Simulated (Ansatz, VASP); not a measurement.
# ZnS in two plane-wave programs

Aim: how closely do two programs agree when they are given the same cell, functional and k mesh?

Calculated with Ansatz 0.2.0; plane waves, with VASP 6.6.1 beside it; band structure at LDA, band structure at PBE and dielectric response at PBE.

The database entry behind the starting cell differs from later determinations by our own check (about 0.1 % short), so it need not match the best structure at ambient conditions.

## 1. Starting point

Symmetry: F-43m, No. 216, cubic system. Conventional cell: a = 5.404 Å, b = 5.404 Å, c = 5.404 Å, α = 90.00°, β = 90.00°, γ = 90.00°. Zn has 4 S at 2.34 Å nearest. Nearest to S lie 4 Zn at 2.34 Å. Farther neighbours and most contacts between anions are not listed.

## 2. VASP: band structure, LDA

The same path points are solved in both programs, so levels can be compared one by one.

Lines of VASP's logs that name or quote its potential files are left out, and so is its time.

Contents of INCAR:

```
SYSTEM = ZnS
PREC = Accurate
ENCUT = 400
EDIFF = 1E-06
NELM = 100
ISMEAR = 0
SIGMA = 0.02
LREAL = .FALSE.
ALGO = Normal
GGA = CA
NBANDS = 21
LORBIT = 11
LWAVE = .FALSE.
LCHARG = .FALSE.
KPAR = 4
```

Contents of POSCAR:

```
ZnS
1.0
    0.0000000000      2.7020000000      2.7020000000
    2.7020000000      0.0000000000      2.7020000000
    2.7020000000      2.7020000000      0.0000000000
Zn S
1 1
Direct
    0.2500000000      0.2500000000      0.2500000000
    0.0000000000      0.0000000000      0.0000000000
```

Contents of KPOINTS:

```
Automatic mesh
0
Gamma
5 5 5
0 0 0
```

Contents of KPOINTS_OPT:

```
Line mode
16
Line-mode
Reciprocal
  0.00000000   0.00000000   0.00000000 GAMMA
  0.50000000   0.00000000   0.50000000 X

  0.50000000   0.00000000   0.50000000 X
  0.50000000   0.25000000   0.75000000 W

  0.50000000   0.25000000   0.75000000 W
  0.37500000   0.37500000   0.75000000 K

  0.37500000   0.37500000   0.75000000 K
  0.00000000   0.00000000   0.00000000 GAMMA

  0.00000000   0.00000000   0.00000000 GAMMA
  0.50000000   0.50000000   0.50000000 L

  0.50000000   0.50000000   0.50000000 L
  0.62500000   0.25000000   0.62500000 U

  0.62500000   0.25000000   0.62500000 U
  0.50000000   0.25000000   0.75000000 W

  0.50000000   0.25000000   0.75000000 W
  0.50000000   0.50000000   0.50000000 L

  0.50000000   0.50000000   0.50000000 L
  0.37500000   0.37500000   0.75000000 K

  0.62500000   0.25000000   0.62500000 U
  0.50000000   0.00000000   0.50000000 X
```

The projector-augmented-wave data sets are Zn and S (PBE family, release 64).

Started as:

```sh
> mpirun -np 4 vasp_std
```

Numbers of over 12 decimals in the logs are rounded to 6 here.

The program printed:

```text
[banner, memory and clock lines left out]
running    4 mpi-ranks, on    1 nodes
 distrk:  each k-point on    1 cores,    4 groups
 distr:  one band on    1 cores,    1 groups

 POSCAR found type information on POSCAR ZnS
 POSCAR found :  2 types and       2 ions
|                                                                             |
|               ----> ADVICE to this user running VASP <----                  |
|                                                                             |
|     You enforced a specific xc type in the INCAR file but a different       |
|     [... a line on the potential file left out ...]
|     I HOPE YOU KNOW WHAT YOU ARE DOING!                                     |
|                                                                             |

 LDA part: xc-table for (Slater(with rela. corr.)+CA(PZ))
 , standard interpolation
 POSCAR, INCAR and KPOINTS ok, starting setup
 FFT: planning ... GRIDC
 FFT: planning ... GRID_SOFT
 FFT: planning ... GRID
 WAVECAR not read
 entering main loop
       N       E                     dE             d eps       ncg     rms          rms(c)
DAV:   1     0.881660247827E+02    0.88166E+02   -0.65588E+03   428   0.837E+02
DAV:   2    -0.115541255861E+01   -0.89321E+02   -0.80922E+02   450   0.216E+02
DAV:   3    -0.853874549302E+01   -0.73833E+01   -0.72985E+01   485   0.573E+01
DAV:   4    -0.862935069441E+01   -0.90605E-01   -0.90533E-01   495   0.633E+00
DAV:   5    -0.862982041606E+01   -0.46972E-03   -0.46970E-03   483   0.461E-01    0.612E+00
DAV:   6    -0.822336826033E+01    0.40645E+00   -0.60576E-01   555   0.264E+01    0.487E+00
DAV:   7    -0.819756100578E+01    0.25807E-01   -0.13963E-01   506   0.362E+00    0.235E+00
DAV:   8    -0.819138546257E+01    0.61755E-02   -0.54823E-03   589   0.100E+00    0.521E-01
DAV:   9    -0.819092577878E+01    0.45968E-03   -0.10794E-03   480   0.196E-01    0.758E-02
DAV:  10    -0.819094362211E+01   -0.17843E-04   -0.92119E-05   490   0.711E-02    0.349E-02
DAV:  11    -0.819094045264E+01    0.31695E-05   -0.81108E-06   602   0.511E-02    0.642E-03
DAV:  12    -0.819094054281E+01   -0.90175E-07   -0.12687E-06   432   0.952E-03
   1 F= -.81909405E+01 E0= -.81909405E+01  d E =-.380284E-48
 Start KPOINTS_OPT (optional k-point list driver)
k-point batch [1-10\160]
       N       E                     dE             ncg
DAV:   1     0.396190492823E+03   -0.91290E+03      420
DAV:   2    -0.525311850001E+03   -0.92150E+03      455
DAV:   3    -0.603758004220E+03   -0.78446E+02      475
DAV:   4    -0.604631449086E+03   -0.87344E+00      495
DAV:   5    -0.604636021321E+03   -0.45722E-02      493
DAV:   6    -0.604636058324E+03   -0.37003E-04      514
DAV:   7    -0.604636058648E+03   -0.32371E-06      418
[...]
k-point batch [151-160\160]
       N       E                     dE             ncg
DAV:   1     0.259697039154E+03   -0.57744E+04      420
DAV:   2    -0.630054802794E+03   -0.88975E+03      441
DAV:   3    -0.697568343550E+03   -0.67514E+02      532
DAV:   4    -0.698310821961E+03   -0.74248E+00      480
DAV:   5    -0.698314146715E+03   -0.33248E-02      485
DAV:   6    -0.698314174525E+03   -0.27810E-04      510
DAV:   7    -0.698314174802E+03   -0.27666E-06      439
```

From OUTCAR (step 2):

```text
ion  position               nearest neighbor table
   1  0.250  0.250  0.250-   2 2.34   2 2.34   2 2.34   2 2.34
   2  0.000  0.000  0.000-   1 2.34   1 2.34   1 2.34   1 2.34

  LATTYP: Found a face centered cubic cell.
 ALAT       =     5.4040000000

 Subroutine GETGRP returns: Found 24 space group operations
 (whereof 24 operations were pure point group operations)

The static configuration has the point symmetry T_d .

 Found     10 irreducible k-points:

   k-points           NKPTS =     10   k-points in BZ     NKDIM =     10   number of bands    NBANDS=     21

   dimension x,y,z NGX =    28 NGY =   28 NGZ =   28
   dimension x,y,z NGXF=    56 NGYF=   56 NGZF=   56

   ENCUT  =  400.0 eV  29.40 Ry    5.42 a.u.   6.23  6.23  6.23*2*pi/ulx,y,z

   NELECT =      18.0000    total number of electrons

 k-points in reciprocal lattice and weights: Automatic mesh
   0.00000000  0.00000000  0.00000000       0.008
   0.20000000  0.00000000  0.00000000       0.064
   0.40000000  0.00000000  0.00000000       0.064
   0.20000000  0.20000000  0.00000000       0.048
   0.40000000  0.20000000  0.00000000       0.192
  -0.40000000  0.20000000  0.00000000       0.192
  -0.20000000  0.20000000  0.00000000       0.096
   0.40000000  0.40000000  0.00000000       0.048
  -0.40000000  0.40000000  0.00000000       0.096
  -0.40000000  0.40000000  0.20000000       0.192

 average (electrostatic) potential at core
       1 -35.9386       2 -88.6717

 E-fermi :   2.0612

 k-point     1 :       0.0000    0.0000    0.0000
  band No.  band energies     occupation
    ...
      5      -4.1390      2.00000
      6      -4.1390      2.00000
      7       1.8580      2.00000
      8       1.8580      2.00000
      9       1.8580      2.00000
     10       3.7354      0.00000
     11       8.1168      0.00000
     12       8.1168      0.00000
     13       8.1168      0.00000
     14      13.3531      0.00000
    ...

 k-point     2 :       0.2000    0.0000    0.0000
  band No.  band energies     occupation
    ...
      5      -4.1405      2.00000
      6      -4.1405      2.00000
      7      -0.3604      2.00000
      8       1.5174      2.00000
      9       1.5174      2.00000
     10       5.0353      0.00000
     11       8.2242      0.00000
     12       8.6330      0.00000
     13       8.6330      0.00000
     14      12.7084      0.00000
    ...

 k-point     3 :       0.4000    0.0000    0.0000
  band No.  band energies     occupation
    ...
      5      -4.1173      2.00000
      6      -4.1173      2.00000
      7      -2.8586      2.00000
      8       1.0506      2.00000
      9       1.0506      2.00000
     10       5.0163      0.00000
     11       8.7119      0.00000
     12       8.7119      0.00000
     13      10.1061      0.00000
     14      13.4290      0.00000
    ...

  Total       -1.0785015     -1.0785015     -1.0785015      0.0000000      0.0000000     -0.0000000
  in kB      -43.7970942    -43.7970942    -43.7970942      0.0000000      0.0000000     -0.0000000
  external PRESSURE =     -43.7970942 kB  Pullay stress =       0.0000000 kB

  energy-cutoff  :      400.00
  volume of cell :       39.45
      direct lattice vectors                 reciprocal lattice vectors
     0.000000000  2.702000000  2.702000000    -0.185048113  0.185048113  0.185048113
     2.702000000  0.000000000  2.702000000     0.185048113 -0.185048113  0.185048113
     2.702000000  2.702000000  0.000000000     0.185048113  0.185048113 -0.185048113

 POSITION                                       TOTAL-FORCE (eV/Angst)
 -----------------------------------------------------------------------------------
      1.35100      1.35100      1.35100        -0.000000     -0.000000      0.000000
      0.00000      0.00000      0.00000         0.000000      0.000000     -0.000000
 -----------------------------------------------------------------------------------
    total drift:                               -0.000001     -0.000001     -0.000001

  FREE ENERGIE OF THE ION-ELECTRON SYSTEM (eV)
  ---------------------------------------------------
  free  energy   TOTEN  =        -8.1909405428 eV

  energy  without entropy=       -8.1909405428  energy(sigma->0) =       -8.19094054

 total charge
# of ion       s       p       d       tot
------------------------------------------
    1        0.535   0.490   9.804  10.829
    2        1.304   2.395   0.000   3.700
--------------------------------------------------
tot          1.840   2.885   9.804  14.529

[... 3 further parts left out ...]
```

At this level the cell is under a tension of 4.4 GPa, so at these settings it is away from equilibrium.

## 3. Ansatz: band structure, LDA

Ansatz runs on its default PAW (the set named soft_2) files.

The same cell, functional (in two slightly different forms), mesh and smearing now go to Ansatz, which takes its cutoff from its data sets.

Contents of input.yaml:

```yaml
crystal:
  lattice:
    - [0.0, 2.702, 2.702]
    - [2.702, 0.0, 2.702]
    - [2.702, 2.702, 0.0]
  atoms:
    - { symbol: Zn, position: [0.25, 0.25, 0.25] }
    - { symbol: S, position: [0.0, 0.0, 0.0] }
hamiltonian:
  xc: lda
  pseudopotentials: { kind: paw }
kpoints:
  mp_grid: { grid: [5, 5, 5] }
  band_path:
    path:
      - [0.0, 0.0, 0.0]
      - [0.16667, 0.0, 0.16667]
      - [0.33333, 0.0, 0.33333]
      - [0.5, 0.0, 0.5]
      - [0.5, 0.08333, 0.58333]
      - [0.5, 0.18333, 0.68333]
      - [0.5, 0.25, 0.75]
      - [0.45, 0.3, 0.75]
      - [0.40833, 0.34167, 0.75]
      - [0.35, 0.35, 0.7]
      - [0.225, 0.225, 0.45]
      - [0.075, 0.075, 0.15]
      - [0.03333, 0.03333, 0.03333]
      - [0.23333, 0.23333, 0.23333]
      - [0.4, 0.4, 0.4]
      - [0.51667, 0.46667, 0.51667]
      - [0.55833, 0.38333, 0.55833]
      - [0.60833, 0.28333, 0.60833]
      - [0.60833, 0.25, 0.64167]
      - [0.55833, 0.25, 0.69167]
      - [0.51667, 0.25, 0.73333]
      - [0.5, 0.3, 0.7]
      - [0.5, 0.38333, 0.61667]
      - [0.5, 0.48333, 0.51667]
      - [0.475, 0.475, 0.55]
      - [0.425, 0.425, 0.65]
      - [0.38333, 0.38333, 0.73333]
      - [0.59167, 0.18333, 0.59167]
      - [0.55, 0.1, 0.55]
      - [0.5, 0.0, 0.5]
    npoints: 1
scf:
  occupations: { method: gaussian, width: 0.02 }
  n_extra_bands: 7
output:
  forces: true
  stress: true
  eigenvalues: true
```

Started as:

```sh
> ansatz run input.yaml --threads 2 --pin off --max-ram 4608MiB --backend cpu --events-out ev --progress --plain --runs-dir out
```

The program printed:

```text
scf.n_extra_bands = 7 over 9 filled bands (N_el = 18.0): the run solves 16 bands
Engine: ansatz 0.2.0, aarch64-unknown-linux-gnu
Pseudopotentials: kind: paw
Pseudopotential: Zn, paw, valence charge 12, recommended cutoff 420 eV (normal), Zn.paw.azcp
Pseudopotential: S, paw, valence charge 6, recommended cutoff 420 eV (normal), S.paw.azcp
Functional definition: SPW92
  exchange = slater_x
  correlation = pw_c
Crystal: 2 atoms, lattice volume = 39.454 Å³
Basis set: ecut = 420 eV, 749 PW (Γ)
Bands: 16, of which v1, the nominal top of the filled ones, is band 9 counted from 1 (8 counted from 0)
Symmetry: 24 space group operations
Space group: F-43m (ITA 216), of the structure as read, at distance tolerance 3.4e-5 Å
k-points: 10 of 125 (time reversal used)
Non-local potential: Zn, projectors of the file, l = 0: 2, l = 1: 2, l = 2: 3, l = 3: 1
Non-local potential: S, projectors of the file, l = 0: 2, l = 1: 2, l = 2: 2
PAW form: soft (Blöchl's): semilocal exchange-correlation on the pseudo side does not see the compensation charge
PAW frozen core: Zn, regenerated for the run's functional, and the local potential with it (the file was generated under x = pbe(κ = 0.804, μ = 0.219515), c = pbe(β = 0.066725))
PAW frozen core: S, regenerated for the run's functional, and the local potential with it (the file was generated under x = pbe(κ = 0.804, μ = 0.219515), c = pbe(β = 0.066725))
PAW one-centre angular grid: Zn, 590 points (default); XC on 64 Gauss nodes
PAW one-centre angular grid: S, 110 points (default); XC on 64 Gauss nodes
Initial density: superposition of atomic densities (neutral atoms: chi_scale 0, normalization atom), corrected by the library's trained network
Initial wavefunctions: pseudopotential atomic-orbital guess
Functional: x = slater, c = lda
SCF iter   1: F=—  HF=-4117.396932 eV  |F-HF|=—  |Δ(HF+E_count)|=         —  Δρ=6.74e-3  dr2=1.67e-2  ethr=1.77e-3  ⟨swp⟩=5.6  Hψ=913  notcnv=0
preconditioner: auto → none  [insulator: Δε(μ)=1.784 eV  Ē_g=14.679 eV  σ=0.020 eV  W_gap=1.00  n_scr=14 (ndim 8)  ℏωp=25.1 eV  f_vac=0.026  D(μ)=0.00/eV (n_scr^D=0)  ε∞_Penn≈3.9]
SCF iter   2: F=—  HF=-4117.391632 eV  |F-HF|=—  |Δ(HF+E_count)|=   5.30e-3  Δρ=2.29e-3  dr2=9.78e-4  ethr=9.29e-5  ⟨swp⟩=3.0  Hψ=370  notcnv=0  defer=24
SCF iter   3: F=—  HF=-4117.391354 eV  |F-HF|=—  |Δ(HF+E_count)|=   2.78e-4  Δρ=1.07e-3  dr2=2.05e-4  ethr=5.43e-6  ⟨swp⟩=2.0  Hψ=226  notcnv=0  defer=24
SCF iter   4: F=—  HF=-4117.391331 eV  |F-HF|=—  |Δ(HF+E_count)|=   2.37e-5  Δρ=4.20e-4  dr2=4.68e-5  ethr=1.14e-6  ⟨swp⟩=2.4  Hψ=227  notcnv=0  defer=24
SCF iter   5: F=—  HF=-4117.391304 eV  |F-HF|=—  |Δ(HF+E_count)|=   2.63e-5  Δρ=3.31e-5  dr2=5.06e-7  ethr=2.60e-7  ⟨swp⟩=2.0  Hψ=216  notcnv=0  defer=24
SCF iter   6: F=-4117.391304 eV  HF=-4117.391304 eV  |F-HF|=2.27e-8  |Δ(HF+E_count)|=   1.79e-7  Δρ=1.05e-5  dr2=2.65e-8  ethr=5.56e-10  ⟨swp⟩=8.2  Hψ=835  notcnv=0
SCF 1 converged in 6 iterations: F = -4117.391304 eV  dr2 = 2.65e-8
  greatest PAW one-centre occupation: 0.984 electrons in one spin orbital (limit 2), on the Zn atom at site 0 (counted from 0), in its partial waves of l = 2
NSCF: frozen V_eff on 30 k-points
SCF converged after 6 iterations
Free energy (F): -4117.391304 eV
Harris-Foulkes:  -4117.391304 eV  (|F-HF|=2.27e-8)
Internal energy: -4117.391304 eV  (E = F + TS)
E sigma→0 (E₀):  -4117.391304 eV
Fermi energy:    6.442005 eV
--- Per-component energies (eV) ---
  E_band       = -1.679989
  E_kinetic    = 238.662535
  E_local      = -2045.982180  (includes V_loc(G=0)·N_el)
  E_nonlocal   = 646.394842
  E_hartree    = 852.207345
  E_xc         = -231.603838
  E_vxc        = -141.066701  (∫ρ·V_xc dr)
  E_paw        = -2325.400692  (= ΣΔE_a)
  E_vpaw       = -404.106637  (= ΣTr[D̂ρ^β])
  E_aug_tail   = -0.000361  (compensation charges beyond the density's cutoff)
  E_ewald      = -1253.379294
  E_core_change = 1.710339  (= ΣΔE_core)
  E_smearing   = -0.000000  (= −TS)
  E_closure    = 0.000000  (closes the sum)
  Σ components = -4117.391304   (vs F -4117.391304, Δ=0.00e0)
--- Forces (eV/Å), atoms counted from 1 ---
  atom   1  Zn    -0.00000000     0.00000000     0.00000000
  atom   2  S      0.00000000    -0.00000000     0.00000000
  max |Σ_I F_I| component: 5.55e-17 eV/Å
--- Stress (GPa, compression-positive) ---
       -4.474615      -0.000000      -0.000000
        0.000000      -4.474615       0.000000
       -0.000000       0.000000      -4.474615
  P = ⅓ Tr σ = -4.4746 GPa (-44.746 kbar)
--- Band table (eV; the first three rows and the last of 10) ---
  k-point 0: bands = [... 5 lower, -0.4953, 5.5154, 5.5154, 5.5154, 7.3684, 11.7295, 11.7295, 11.7295, ... 3 higher]
  k-point 1: bands = [... 5 lower, -0.4968, 3.2962, 5.1758, 5.1758, 8.6710, 11.8429, 12.2416, 12.2416, ... 3 higher]
  k-point 2: bands = [... 5 lower, -0.4735, 0.8008, 4.7102, 4.7102, 8.6506, 12.3220, 12.3220, 13.7430, ... 3 higher]
  k-point 9: bands = [... 5 lower, -0.2507, 1.0058, 2.6391, 3.4359, 10.8041, 11.0428, 12.5025, 15.1906, ... 3 higher]
```

The job ended after 1.7 s (2 threads of Arm Neoverse N1, shared host; peak memory 0.27 GiB).

In the SCF lines HF is the Harris–Foulkes energy and dr2 the Hartree energy of the density residual, in eV; the loop may stop once dr2 is under the threshold and the program's other checks hold. Hψ counts applications of the Hamiltonian.

## 4. Comparison

Known differences besides the potentials themselves: the two LDA forms differ slightly; the cutoff is 420 eV in Ansatz and 400 eV in VASP; Ansatz makes its cores anew for this functional, VASP keeps those of its PBE data sets; VASP's log shows a relativistic correction to its local exchange, Ansatz's none. Total energies have different zeros and are not compared.

The two programs side by side:

```csv
quantity,Ansatz,VASP,difference
pressure (GPa),-4.47,-4.38,-0.09
gap over the path points (eV),1.853,1.877,-0.024
```

Levels at points of the path, from each program's valence-band top (eV; 4 filled, then empty):

```csv
k (reciprocal lattice),Ansatz,VASP
0.000 0.000 0.000,-6.01 0.00 0.00 0.00 1.85 6.21 6.21,-6.00 0.00 0.00 0.00 1.88 6.26 6.26
0.167 0.000 0.167,-5.99 -1.65 -0.68 -0.68 3.63 5.08 7.28,-5.98 -1.64 -0.69 -0.69 3.65 5.11 7.34
0.333 0.000 0.333,-5.96 -3.57 -1.77 -1.77 3.70 4.29 9.14,-5.94 -3.57 -1.78 -1.78 3.71 4.32 9.19
0.500 0.000 0.500,-5.79 -4.67 -2.25 -2.25 3.18 3.88 10.69,-5.77 -4.67 -2.26 -2.26 3.18 3.90 10.72
0.500 0.083 0.583,-5.74 -4.67 -2.40 -2.39 3.60 4.25 10.03,-5.73 -4.67 -2.41 -2.40 3.60 4.28 10.09
0.500 0.183 0.683,-5.63 -4.68 -2.72 -2.69 4.88 5.38 8.46,-5.62 -4.68 -2.73 -2.70 4.90 5.42 8.50
0.500 0.250 0.750,-5.60 -4.68 -2.80 -2.77 5.51 5.89 7.65,-5.58 -4.68 -2.81 -2.78 5.53 5.93 7.68
0.450 0.300 0.750,-5.62 -4.69 -3.03 -2.35 4.87 5.83 8.05,-5.61 -4.69 -3.04 -2.36 4.88 5.87 8.10
0.408 0.342 0.750,-5.65 -4.71 -3.15 -1.96 4.13 5.80 8.80,-5.63 -4.71 -3.16 -1.97 4.15 5.84 8.86
0.350 0.350 0.700,-5.67 -4.71 -3.24 -1.67 4.10 6.24 8.80,-5.66 -4.71 -3.25 -1.67 4.12 6.28 8.86
```

Among the levels compared at these points, filled levels agree within 15 meV and empty ones within 66 meV. Ansatz's pressure holds a Pulay correction of 0.05 GPa; VASP's holds none.

[end of part 1 of 2]

[Lines on the potential files, build, host, timing and source positions are cut from VASP's logs without a mark.]

[Logs are printed without paths, hosts, clocks, repeated set-up lines and the standing remarks that a program may print on its own settings, such as how far it seeks lower states.]

[Hosts, paths, dates, database ids (printed as entryN), source tags and the programs' standing remarks are cut or masked in the printed files.]
